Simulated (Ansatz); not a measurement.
## InP, zinc blende: band edges under a change of volume

How fast do the gaps move when the cell is scaled evenly? The geometries come from the semilocal relaxation.

Calculated with Ansatz 0.2.0, HSE06, PAW files of the set soft_1, cutoff 600 eV, Fermi–Dirac smearing 0.02 eV, k-mesh 6×6×6, no spin polarisation, no spin-orbit coupling.

Reference cell, relaxed at zero pressure with PBEsol (F-43m): a = 4.1568 Å, b = 4.1568 Å, c = 4.1568 Å, α = 60.00°, β = 60.00°, γ = 60.00°.

```csv
atom,x,y,z
In,0.0000,0.0000,0.0000
P,0.7500,0.7500,0.7500
```

Levels are read on the k-mesh and along lines from Γ to X = (0.5, 0, 0.5), L = (0.5, 0.5, 0.5), K = (0.375, 0.375, 0.75) and W = (0.5, 0.25, 0.75) in the reciprocal basis of this cell (the letters only name these points), and count from the highest filled level.

```csv
ln(V/V0),gap (eV),direct gap at Γ (eV)
−0.0619,1.816,1.816
−0.0408,1.690,1.690
0.0000,1.443,1.443
0.0198,1.322,1.322
0.0392,1.202,1.202
0.0583,1.085,1.085
```

**Question.** Fit the direct gap at Γ and give it at ln(V/V0) = −0.0202, a row left out above.

A straight line through the 6 rows: the means are 0.002433 for ln(V/V0) and 1.4263 for the level, Σ(Δx)² = 0.01079 and ΣΔxΔy = −0.06564, so the slope is −0.06564/0.01079 = −6.0841 and the intercept 1.4263 − (−6.0841)(0.002433) = 1.4411.

The slope is the volume deformation potential of this gap, −6.08 eV, as a mean over the range. The line gives 1.564 eV. The run itself gives 1.566 eV, so the estimate misses by 0.002 eV; the fitted rows themselves lie up to 0.002 eV off the law.

The gap is direct at Γ in every row. Spin-orbit coupling, left out here, splits the valence top by 0.1 eV or more with such elements and lowers the gap.

[Logs are printed without paths, hosts, clocks, repeated set-up lines and the standing remarks that a program may print on its own settings, such as how far it seeks lower states.]
